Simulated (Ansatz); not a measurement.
Ansatz input

```yaml
crystal:
  lattice:
    - [2.5010789722, 0.0, 0.0]
    - [-1.2505394861, 2.1659979268, 0.0]
    - [0.0, 0.0, 8.1945720621]
  atoms:
    - { symbol: Ni, position: [0.0, 0.0, 0.0] }
    - { symbol: Ni, position: [0.0, 0.0, 0.5] }
    - { symbol: Ni, position: [0.3333333333, 0.6666666667, 0.25] }
    - { symbol: Ni, position: [0.6666666667, 0.3333333333, 0.75] }
hamiltonian:
  xc: revpbe
  pseudopotentials:
    kind: paw
    azcp:
      Ni: "pseudopotentials/Ni.paw.azcp"
basis:
  ecutwfc: 420
  fft_grid_basis: typed
kpoints:
  mp_grid: { grid: [16, 16, 5], shift: [0, 0, 0] }
magnetization:
  spin_polarized: false
scf:
  occupations: { method: fermi_dirac, width: 0.1 }
  lower_state_search: "off"
output:
  stress: true
```

Terminal output

```
Engine: ansatz 0.2.0, aarch64-unknown-linux-gnu
Pseudopotentials: kind: paw
Pseudopotential: Ni, paw, valence charge 18, recommended cutoff 420 eV (normal) 
Functional definition: revPBE
  parameter kappa = 1.245
  parameter beta = 0.06672455060314922
  exchange = pbe_x(kappa = kappa, mu = beta*pi^2/3)
  correlation = pbe_c(beta = beta)
Crystal: 4 atoms, lattice volume = 44.393 Å³
Basis set: ecut = 420 eV, 873 PW (Γ)
Bands: 44, of which v1, the nominal top of the filled ones, is band 36 counted from 1 (35 counted from 0)
Symmetry: 24 space group operations
Space group: P63/mmc (ITA 194), of the structure as read, at distance tolerance 3.5e-5 Å
k-points: 90 of 1280
Non-local potential: Ni, projectors of the file, l = 0: 3, l = 1: 2, l = 2: 3, l = 3: 1
PAW form: soft (Blöchl's): semilocal exchange-correlation on the pseudo side does not see the compensation charge
PAW frozen core: Ni, regenerated for the run's functional, and the local potential with it (the file was generated under x = pbe(κ = 0.804, μ = 0.2195149727645171), c = pbe(β = 0.06672455060314922))
PAW one-centre angular grid: Ni, 590 points (default); XC on 64 Gauss nodes
Initial density: superposition of atomic densities (neutral atoms: chi_scale 0, normalization atom), corrected by the library's trained network
Initial wavefunctions: pseudopotential atomic-orbital guess
Functional: x = revpbe(κ = 1.245, μ = 0.2195149727645171), c = pbe(β = 0.06672455060314922)
SCF iter   1: F=—  HF=-23373.093079 eV  |F-HF|=—  |Δ(HF+E_count)|=         —  Δρ=6.60e-3  dr2=7.25e-3  ethr=1.77e-3  ⟨swp⟩=5.3  Hψ=12157  notcnv=0  defer=49
SCF iter   2: F=—  HF=-23373.092274 eV  |F-HF|=—  |Δ(HF+E_count)|=   8.05e-4  Δρ=1.76e-3  dr2=3.10e-4  ethr=1.01e-5  ⟨swp⟩=2.0  Hψ=7959  notcnv=0  defer=49
SCF iter   3: F=—  HF=-23373.092466 eV  |F-HF|=—  |Δ(HF+E_count)|=   1.92e-4  Δρ=7.36e-4  dr2=6.18e-5  ethr=4.30e-7  ⟨swp⟩=1.0  Hψ=3869  notcnv=0  defer=49
SCF iter   4: F=—  HF=-23373.092521 eV  |F-HF|=—  |Δ(HF+E_count)|=   5.49e-5  Δρ=1.20e-4  dr2=3.70e-6  ethr=8.58e-8  ⟨swp⟩=2.2  Hψ=5227  notcnv=0  defer=49
SCF iter   5: F=—  HF=-23373.092523 eV  |F-HF|=—  |Δ(HF+E_count)|=   2.21e-6  Δρ=6.68e-5  dr2=1.54e-6  ethr=5.14e-9  ⟨swp⟩=2.3  Hψ=5731  notcnv=0  defer=49
SCF iter   6: F=-23373.092523 eV  HF=-23373.092523 eV  |F-HF|=1.92e-8  |Δ(HF+E_count)|=   4.18e-8  Δρ=2.11e-5  dr2=6.04e-8  ethr=1.39e-10  ⟨swp⟩=4.0  Hψ=15190  notcnv=0
SCF 1 converged in 6 iterations: F = -23373.092523 eV  dr2 = 6.04e-8
SCF converged after 6 iterations
Free energy (F): -23373.092523 eV
Harris-Foulkes:  -23373.092523 eV  (|F-HF|=1.92e-8)
Internal energy: -23372.723668 eV  (E = F + TS)
E sigma→0 (E₀):  -23372.908095 eV
Entropy (-TS):   -0.368855 eV (-92.214 meV/atom)
Fermi energy:    17.674899 eV
--- Per-component energies (eV) ---
  E_band       = -1157.926543
  E_kinetic    = 1127.085021
  E_local      = -13886.196190  (includes V_loc(G=0)·N_el)
  E_nonlocal   = 2544.448409
  E_hartree    = 5798.085309
  E_xc         = -338.268924
  E_vxc        = -435.776723  (∫ρ·V_xc dr)
  E_paw        = -6535.712855  (= ΣΔE_a)
  E_vpaw       = -2103.651077  (= ΣTr[D̂ρ^β])
  E_aug_tail   = 0.002114  (compensation charges beyond the density's cutoff)
  E_ewald      = -12082.040625
  E_core_change = -0.125928  (= ΣΔE_core)
  E_smearing   = -0.368855  (= −TS)
  E_closure    = -0.000000  (closes the sum)
  Σ components = -23373.092523   (vs F -23373.092523, Δ=0.00e0)
--- Stress (GPa, compression-positive) ---
        0.024124      -0.000000       0.000000
       -0.000000       0.024124       0.000000
        0.000000       0.000000      -0.021655
  P = ⅓ Tr σ = 0.0089 GPa (0.089 kbar)
```
